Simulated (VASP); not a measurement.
The system is Pb.

```xyz
1
Lattice="0.0000 2.4750 2.4750 2.4750 0.0000 2.4750 2.4750 2.4750 0.0000" Properties=species:S:1:pos:R:3 pbc="T T T"
Pb    0.0000    0.0000    0.0000
```

```yaml
Program: VASP 6.6.1
Task: relaxation of cell and atoms
Functional: PBE
Potentials_or_basis: VASP PAW PBE potentials, release 64 (Pb_d)
Cutoff: 600 eV
k_mesh: 9 × 9 × 9
Occupations: fermi-dirac, width 0.05 eV
Spin: no spin polarisation
```

At the start: pressure 2.3 GPa; volume 30.32 Å³/atom.

**Question.** Where does the relaxation end?

**Answer.** Over 3 steps the energy falls by 10.3 meV/atom and the volume is 31.85 Å³/atom (+5.0 %); space group Fm-3m (No. 225, to 0.05 Å).

Step by step:
```tsv
step	energy change (eV)	largest force (eV/Å)	pressure (GPa)	volume (Å³)
1	0.0000	0.0000	2.26	30.32
2	-0.0097	0.0000	-0.46	32.24
3	-0.0103	0.0000	0.01	31.85
```

Final structure:
```cif
data_structure
_symmetry_space_group_name_H-M 'P 1'
_symmetry_Int_Tables_number 1
_cell_length_a 3.5581
_cell_length_b 3.5581
_cell_length_c 3.5581
_cell_angle_alpha 60.000
_cell_angle_beta 60.000
_cell_angle_gamma 60.000
_cell_volume 31.85
loop_
_atom_site_label
_atom_site_type_symbol
_atom_site_fract_x
_atom_site_fract_y
_atom_site_fract_z
_atom_site_occupancy
Pb1 Pb 0.00000 0.00000 0.00000 1
```

The cell as given is a measured one (30.32 Å³/atom); PBE puts the equilibrium volume +5.0 % from it, thermal expansion not counted.
